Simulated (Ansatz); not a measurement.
KCl (started from an entry of an open crystallographic database) (r2SCAN geometry), in Ansatz:

```cif
data_structure
_symmetry_space_group_name_H-M 'Pm-3m'
_symmetry_Int_Tables_number 221
_cell_length_a 3.7708
_cell_length_b 3.7708
_cell_length_c 3.7708
_cell_angle_alpha 90.000
_cell_angle_beta 90.000
_cell_angle_gamma 90.000
_cell_volume 53.62
loop_
_atom_site_label
_atom_site_type_symbol
_atom_site_symmetry_multiplicity
_atom_site_Wyckoff_symbol
_atom_site_fract_x
_atom_site_fract_y
_atom_site_fract_z
_atom_site_occupancy
K1 K 1 a 0.00000 0.00000 0.00000 1
Cl1 Cl 1 b 0.50000 0.50000 0.50000 1
```

G0W0@PBE with 294 empty bands, a screening cutoff of 180 eV and a 4×4×4 mesh (PAW, contour deformation) gives 7.658 eV over the mesh points, from a PBE gap of 5.030 eV; it sums over 302 bands with 305 plane waves in the screening and a wave cutoff of 420 eV. No extrapolation in bands, cutoff or mesh was made for G0W0. (Simulation; spin polarisation is off.)

Q: Estimate the gap with starting point r2SCAN.

A: 8.062 eV (+0.404 eV), from a Kohn-Sham gap of 5.801 eV.

Q: Estimate the gap with starting point PBE0.

A: 8.498 eV (+0.840 eV), from a Kohn-Sham gap of 7.096 eV.
